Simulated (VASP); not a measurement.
# Sn (Im-3m) in VASP: convergence with k mesh

Aim: find how far k mesh must go before the results for Sn settle, at PBEsol. This setting moves, with any that are tied to it; all else stays.

Program: VASP 6.6.1. These are calculated values, not measurements. Logs are shortened: lines on timing, memory, paths and dates and some standing lists are left out, and cuts for length are marked.

**1. The structure**

Symmetry: Im-3m, No. 229, cubic system. The conventional cell has a = 3.789 Å, b = 3.789 Å, c = 3.789 Å, α = 90.00°, β = 90.00°, γ = 90.00°. Sn (site symmetry m-3m) has 8 Sn at 3.28 Å as nearest neighbours.

This isn't the form of Sn at room conditions, which is tetragonal (white tin).

**2. With k mesh 2 × 2 × 2**

INCAR

```
SYSTEM = Sn
  ALGO = Normal
  EDIFF = 1E-6
  ENCUT = 520
  GGA = PS
  ISIF = 2
  ISMEAR = 1
  LASPH = .TRUE.
  LCHARG = .FALSE.
  LREAL = .FALSE.
  LWAVE = .FALSE.
  NBANDS = 13
  NELM = 60
  PREC = Accurate
  SIGMA = 0.1
```

KPOINTS

```
k-points
0
G
  2 2 2
  0 0 0
```

POSCAR

```
Sn
1.0
   -1.8946518192      1.8946518192      1.8946518192
    1.8946518192     -1.8946518192      1.8946518192
    1.8946518192      1.8946518192     -1.8946518192
Sn
1
Direct
    0.0000000000      0.0000000000      0.0000000000
```

Potentials or basis: VASP PAW PBE potentials, release 64 (Sn_d).

Launch:

```console
> cat potpaw_PBE.64/Sn_d/POTCAR > POTCAR
> mpirun -np 1 vasp_std > vasp.out
```

It took 2.7 s on 1 thread of Intel Xeon Platinum 8259CL at 2.50GHz (Skylake/Cascade Lake), shared host; peak memory 0.13 GiB.

What came out:

```
Free energy            : -5.8774 eV
Pressure               : -6.6 GPa
Band gap on the k mesh : none (metal or under the smearing width)
```

**3. With k mesh 3 × 3 × 3**

INCAR is that of step 2.

KPOINTS

```
k-points
0
G
  3 3 3
  0 0 0
```

POSCAR is that of step 2.

Potentials or basis: VASP PAW PBE potentials, release 64 (Sn_d).

Launch:

```console
> cat potpaw_PBE.64/Sn_d/POTCAR > POTCAR
> mpirun -np 1 vasp_std > vasp.out
```

It took 2.5 s on 1 thread of Intel Xeon Platinum 8259CL at 2.50GHz (Skylake/Cascade Lake), shared host; peak memory 0.13 GiB.

What came out:

| Item | Value |
| --- | --- |
| Free energy | -4.2500 eV |
| Pressure | -4.1 GPa |
| Band gap on the k mesh | none (metal or under the smearing width) |

**4. With k mesh 4 × 4 × 4**

INCAR is that of step 3.

KPOINTS

```
k-points
0
G
  4 4 4
  0 0 0
```

POSCAR is that of step 3.

Launch:

```console
> cat potpaw_PBE.64/Sn_d/POTCAR > POTCAR
> mpirun -np 1 vasp_std > vasp.out
```

Wall time 4.1 s (1 thread of Intel Xeon Platinum 8259CL at 2.50GHz (Skylake/Cascade Lake), shared host); peak memory 0.13 GiB.

What came out:

```yaml
Free_energy: -4.1082 eV
Pressure: -2.1 GPa
Band_gap_on_the_k_mesh: none (metal or under the smearing width)
```

**5. With k mesh 6 × 6 × 6**

INCAR is that of step 4.

KPOINTS

```
k-points
0
G
  6 6 6
  0 0 0
```

POSCAR is that of step 4.

Launch:

```console
> cat potpaw_PBE.64/Sn_d/POTCAR > POTCAR
> mpirun -np 1 vasp_std > vasp.out
```

Run time: 4.4 s. Hardware: 1 thread of Intel Xeon Platinum 8259CL at 2.50GHz (Skylake/Cascade Lake), shared host; peak memory 0.13 GiB.

Results:

```
Free energy            : -4.2496 eV
Pressure               : -2.2 GPa
Band gap on the k mesh : none (metal or under the smearing width)
```

**6. With k mesh 7 × 7 × 7**

INCAR is that of step 5.

KPOINTS

```
k-points
0
G
  7 7 7
  0 0 0
```

POSCAR is that of step 5.

Potentials or basis: VASP PAW PBE potentials, release 64 (Sn_d).

Launch:

```console
> cat potpaw_PBE.64/Sn_d/POTCAR > POTCAR
> mpirun -np 1 vasp_std > vasp.out
```

Wall time 5.8 s (1 thread of Intel Xeon Platinum 8259CL at 2.50GHz (Skylake/Cascade Lake), shared host); peak memory 0.13 GiB.

Results:

```
Free energy            : -4.2481 eV
Pressure               : -1.8 GPa
Band gap on the k mesh : none (metal or under the smearing width)
```

**7. With k mesh 9 × 9 × 9**

INCAR is that of step 6.

KPOINTS

```
k-points
0
G
  9 9 9
  0 0 0
```

POSCAR is that of step 6.

Launch:

```console
> cat potpaw_PBE.64/Sn_d/POTCAR > POTCAR
> mpirun -np 1 vasp_std > vasp.out
```

Wall time 8.4 s (1 thread of Intel Xeon Platinum 8259CL at 2.50GHz (Skylake/Cascade Lake), shared host); peak memory 0.14 GiB.

Results:

```yaml
Free_energy: -4.2303 eV
Pressure: -2.5 GPa
Band_gap_on_the_k_mesh: none (metal or under the smearing width)
```

**8. With k mesh 11 × 11 × 11**

INCAR is that of step 7.

KPOINTS

```
k-points
0
G
  11 11 11
  0 0 0
```

POSCAR is that of step 7.

Launch:

```console
> cat potpaw_PBE.64/Sn_d/POTCAR > POTCAR
> mpirun -np 1 vasp_std > vasp.out
```

Run time: 11 s. Hardware: 1 thread of Intel Xeon Platinum 8259CL at 2.50GHz (Skylake/Cascade Lake), shared host; peak memory 0.14 GiB.

What came out:

```yaml
Free_energy: -4.2176 eV
Pressure: -1.6 GPa
Band_gap_on_the_k_mesh: none (metal or under the smearing width)
```

**9. With k mesh 14 × 14 × 14**

INCAR is that of step 8.

KPOINTS

```
k-points
0
G
  14 14 14
  0 0 0
```

POSCAR is that of step 8.

Potentials or basis: VASP PAW PBE potentials, release 64 (Sn_d).

Launch:

```console
> cat potpaw_PBE.64/Sn_d/POTCAR > POTCAR
> mpirun -np 1 vasp_std > vasp.out
```

Wall time 19 s (1 thread of Intel Xeon Platinum 8259CL at 2.50GHz (Skylake/Cascade Lake), shared host); peak memory 0.15 GiB.

What came out:

| Item | Value |
| --- | --- |
| Free energy | -4.2297 eV |
| Pressure | -2.1 GPa |
| Band gap on the k mesh | none (metal or under the smearing width) |

**10. With k mesh 16 × 16 × 16**

INCAR is that of step 9.

KPOINTS

```
k-points
0
G
  16 16 16
  0 0 0
```

POSCAR is that of step 9.

Potentials or basis: VASP PAW PBE potentials, release 64 (Sn_d).

Launch:

```console
> cat potpaw_PBE.64/Sn_d/POTCAR > POTCAR
> mpirun -np 1 vasp_std > vasp.out
```

OUTCAR:

```text
SYSTEM = Sn
   EDIFF = 1E-6
   ENCUT = 520
   GGA = PS
   ISIF = 2
   ISMEAR = 1
   LASPH = .TRUE.
   LREAL = .FALSE.
   NELM = 60
   PREC = Accurate

 ion  position               nearest neighbor table
   1  0.000  0.000  0.000-

  LATTYP: Found a body centered cubic cell.
 ALAT       =     3.7893036384

  Lattice vectors:

 A1 = (  -1.8946518192,   1.8946518192,   1.8946518192)
 A2 = (   1.8946518192,  -1.8946518192,   1.8946518192)
 A3 = (   1.8946518192,   1.8946518192,  -1.8946518192)

Analysis of symmetry for initial positions (statically):
=====================================================================
 Subroutine PRICEL returns:
 Original cell was already a primitive cell.

 Routine SETGRP: Setting up the symmetry group for a
 body centered cubic supercell.

 Subroutine GETGRP returns: Found 48 space group operations
 (whereof 48 operations were pure point group operations)
 out of a pool of 48 trial point group operations.

The static configuration has the point symmetry O_h .

Analysis of symmetry for dynamics (positions and initial velocities):
=====================================================================
 Subroutine PRICEL returns:
 Original cell was already a primitive cell.

 Routine SETGRP: Setting up the symmetry group for a
 body centered cubic supercell.

 Subroutine GETGRP returns: Found 48 space group operations
 (whereof 48 operations were pure point group operations)
 out of a pool of 48 trial point group operations.

The dynamic configuration has the point symmetry O_h .

 Subroutine INISYM returns: Found 48 space group operations
 (whereof 48 operations are pure point group operations),
 and found     1 'primitive' translations

----------------------------------------------------------------------------------------

                                     Primitive cell

  volume of cell :      27.2050

  direct lattice vectors                    reciprocal lattice vectors
    -1.894651819  1.894651819  1.894651819     0.000000000  0.263900731  0.263900731
     1.894651819 -1.894651819  1.894651819     0.263900731  0.000000000  0.263900731
     1.894651819  1.894651819 -1.894651819     0.263900731  0.263900731  0.000000000

  length of vectors
     3.281633214  3.281633214  3.281633214     0.373211993  0.373211993  0.373211993

  position of ions in fractional coordinates (direct lattice)
     0.000000000  0.000000000  0.000000000

  ion indices of the primitive-cell ions
   primitive index   ion index
                 1           1

----------------------------------------------------------------------------------------

 KPOINTS: k-points

Automatic generation of k-mesh.
[... 65 lines left out ...]
   NELM   =     60;   NELMIN=  2; NELMDL= -5     # of ELM steps
   EDIFF  = 0.1E-05   stopping-criterion for ELM
   LREAL  =      F    real-space projection
   EDIFFG = 0.1E-04   stopping-criterion for IOM
   NSW    =      0    number of steps for IOM
   IBRION =     -1    ionic relax: 0-MD 1-quasi-New 2-CG
   NFREE  =      0    steps in history (QN), initial steepest desc. (CG)
   ISIF   =      2    stress and relaxation
   ISYM   =      2    0-nonsym 1-usesym 2-fastsym
   POTIM  = 0.5000    time-step for ionic-motion
   TEBEG  =    0.0;   TEEND  =   0.0 temperature during run
   PSTRESS=    0.0 pullay stress
   NELECT =      14.0000    total number of electrons
   NUPDOWN=      -1.0000    fix difference up-down
   EMIN   =  10.00;   EMAX   =-10.00  energy-range for DOS
   EFERMI =   0.00;   METHOD = LEGACY
   ISMEAR =     1;   SIGMA  =   0.10  broadening in eV -4-tet -1-fermi 0-gaus
   EFERMI_NEDOS =   21; number of points for ismear=-14 and -15
   IALGO  =     38    algorithm
   IMIX   =      4    mixing-type and parameters
     AMIX     =   0.40;   BMIX     =  1.00
     AMIX_MAG =   1.60;   BMIX_MAG =  1.00
  volume/ion in A,a.u.               =      27.20       183.59
  Fermi-wavevector in a.u.,A,eV,Ry     =   1.311902  2.479136 23.416813  1.721087
  Thomas-Fermi vector in A             =   2.442332
   LORBIT       =      0    0 simple, 1 ext, 2 COOP (PROOUT), +10 PAW based schemes
   GGA     = PS    functional components
   LHFCALC =     F    Hartree Fock is set to
   AEXX    =    0.0000 exact exchange contribution
   IVDW    =     0    specifies the selected vdW correction
   LEPSILON=     F    determine dielectric tensor
   LRPA    =     F    only Hartree local field effects (RPA)
 non-spin polarized calculation
 Methfessel and Paxton  Order N= 1 SIGMA  =   0.10
  energy-cutoff  :      520.00
  volume of cell :       27.20
 maximum number of plane-waves:       746
   NGX = 13   NGY = 13   NGZ = 13

 number of electron      13.9999996 magnetization

 Free energy of the ion-electron system (eV)
  ---------------------------------------------------
  ext. energy  EPLUGINS =         0.00000000
  ---------------------------------------------------
  free energy    TOTEN  =        -4.22065226 eV

  energy without entropy =       -4.22077191  energy(sigma->0) =       -4.22069214

 E-fermi :   7.8780     XC(G=0): -10.5005

 val. band max:        7.8589255224   @ k =  -0.3750   0.4375   0.3125
 cond. band min:       7.9124218266   @ k =   0.2500   0.1875   0.1250
 fundamental gap:      0.0534963042
 Fermi energy:         7.8780074119

 k-point     1 :       0.0000    0.0000    0.0000
  band No.  band energies     occupation
      1     -13.5224      2.00000
      2     -13.5224      2.00000
      3     -13.5224      2.00000
      4     -13.3826      2.00000
      5     -13.3826      2.00000
      6      -3.1736      2.00000
      7      15.8603      0.00000
      8      15.8603      0.00000
      9      15.8603      0.00000
     10      20.0370      0.00000
     11      20.0370      0.00000
     12      20.0370      0.00000
     13      20.6649      0.00000
[... 354 lines left out ...]
  band No.  band energies     occupation
      1     -13.5395      2.00000
      2     -13.4844      2.00000
      3     -13.4046      2.00000
      4     -13.3963      2.00000
      5     -13.3493      2.00000
      6      -0.0537      2.00000
      7       6.9165      2.00000
      8       9.0729     -0.00000
      9      12.6791      0.00000
     10      17.7189      0.00000
     11      18.8989      0.00000
     12      21.4789      0.00000
     13      24.0912      0.00000

 [... further k-points ...]
[... 5 lines left out ...]
  --------------------------------------------------------------------------------------
  -------------------------------------------------------------------------------------
  Total       -0.2996710     -0.2996710     -0.2996710     -0.0000000     -0.0000000     -0.0000000
  in kB      -17.6484705    -17.6484705    -17.6484705     -0.0000000     -0.0000000     -0.0000000
  external PRESSURE =     -17.6484705 kB  Pullay stress =       0.0000000 kB

 VOLUME and BASIS-vectors are now :
 -----------------------------------------------------------------------------
  energy-cutoff  :      520.00
  volume of cell :       27.20
      direct lattice vectors                 reciprocal lattice vectors
    -1.894651819  1.894651819  1.894651819     0.000000000  0.263900731  0.263900731
     1.894651819 -1.894651819  1.894651819     0.263900731  0.000000000  0.263900731
     1.894651819  1.894651819 -1.894651819     0.263900731  0.263900731  0.000000000

 POSITION                                       TOTAL-FORCE (eV/Angst)
 -----------------------------------------------------------------------------------
      0.00000      0.00000      0.00000        -0.000000      0.000000     -0.000000
 -----------------------------------------------------------------------------------
    total drift:                                0.000000      0.000000     -0.000000

  FREE ENERGIE OF THE ION-ELECTRON SYSTEM (eV)
  ---------------------------------------------------
  free  energy   TOTEN  =        -4.2206522593 eV

  energy  without entropy=       -4.2207719142  energy(sigma->0) =       -4.22069214
```

stdout:

```text
POSCAR found type information on POSCAR Sn
 POSCAR found :  1 types and       1 ions
 scaLAPACK will be used
 -----------------------------------------------------------------------------
|                                                                             |
|                                                                             |
|     You enforced a specific xc type in the INCAR file but a different       |
|     I HOPE YOU KNOW WHAT YOU ARE DOING!                                     |
|                                                                             |
 -----------------------------------------------------------------------------

 LDA part: xc-table for (Slater+PW92), standard interpolation
 POSCAR, INCAR and KPOINTS ok, starting setup
 FFT: planning ... GRIDC
 FFT: planning ... GRID_SOFT
 FFT: planning ... GRID
 WAVECAR not read
 entering main loop
```

Run time: 24 s. Hardware: 1 thread of Intel Xeon Platinum 8259CL at 2.50GHz (Skylake/Cascade Lake), shared host; peak memory 0.17 GiB.

What came out:

| Quantity | Value |
| --- | --- |
| Free energy | -4.2207 eV |
| Pressure | -1.8 GPa |
| Band gap on the k mesh | none (metal or under the smearing width) |

**11. Result**

```tsv
k mesh	energy less the tightest run, at zero smearing (meV/atom)	pressure (GPa)	SCF cycles	CPU time (s)	peak memory (GiB)
2 × 2 × 2	-1653.58	-6.59	10	2.4	0.13
3 × 3 × 3	-28.41	-4.07	10	2.2	0.13
4 × 4 × 4	115.96	-2.13	10	3.7	0.13
6 × 6 × 6	-28.52	-2.17	10	4.1	0.13
7 × 7 × 7	-26.69	-1.85	10	5.4	0.13
9 × 9 × 9	-9.61	-2.48	10	8	0.14
11 × 11 × 11	3.09	-1.65	10	11	0.14
14 × 14 × 14	-9.27	-2.07	10	18	0.15
16 × 16 × 16	0.00	-1.76	10	23	0.17
```

Not settled before the last step: the energy (to 1 meV/atom), the pressure (to 0.1 GPa). Meshes of other sizes hit other points, so gaps and Fermi surfaces needn't settle smoothly. The tightest run that finished is the yardstick and may itself not be fully converged.

Caveats: the PAW data sets were made with another functional, which shifts forces and pressure a little.
